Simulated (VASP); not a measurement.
FeSi:

```
Fe Si
1.0
     4.55070    0.00000    0.00000
     0.00000    4.55070    0.00000
     0.00000    0.00000    4.55070
Fe Si
4 4
Cartesian
  0.6213 0.6213 0.6213
  1.6541 3.9294 2.8966
  2.8966 1.6541 3.9294
  3.9294 2.8966 1.6541
  3.8335 3.8335 3.8335
  2.9925 0.7172 1.5582
  1.5582 2.9925 0.7172
  0.7172 1.5582 2.9925
```

```yaml
Program: VASP 6.6.1
Task: relaxation of cell and atoms
Functional: PBE
Potentials_or_basis: VASP PAW PBE potentials, release 64 (Fe, Si)
Cutoff: 600 eV
k_mesh: 4 × 4 × 4
Occupations: gaussian, width 0.05 eV
Spin: no spin polarisation
```

At the start: pressure -13.7 GPa; volume 11.78 Å³/atom.

**Question.** How do energy, volume and symmetry change on relaxing?

**Answer.** Over 5 steps the energy falls by 36.5 meV/atom and the volume is 11.00 Å³/atom (-6.6 %); space group P2_13 (No. 198, to 0.05 Å).

The path:
```
step  energy change (eV)  largest force (eV/Å)  pressure (GPa)  volume (Å³)
   1              0.0000                0.2784          -13.71        94.24
   2              0.1737                0.5228           22.96        81.15
   3             -0.2899                0.1208           -0.23        88.11
   4             -0.2900                0.1168            0.06        87.99
   5             -0.2919                0.0267            0.06        88.00
```

Final structure:
```
Fe Si
1.0
     4.44791    0.00000    0.00000
     0.00000    4.44791    0.00000
     0.00000    0.00000    4.44791
Fe Si
4 4
Direct
  0.13622 0.13622 0.13622
  0.36378 0.86378 0.63622
  0.63622 0.36378 0.86378
  0.86378 0.63622 0.36378
  0.84100 0.84100 0.84100
  0.65900 0.15900 0.34100
  0.34100 0.65900 0.15900
  0.15900 0.34100 0.65900
```
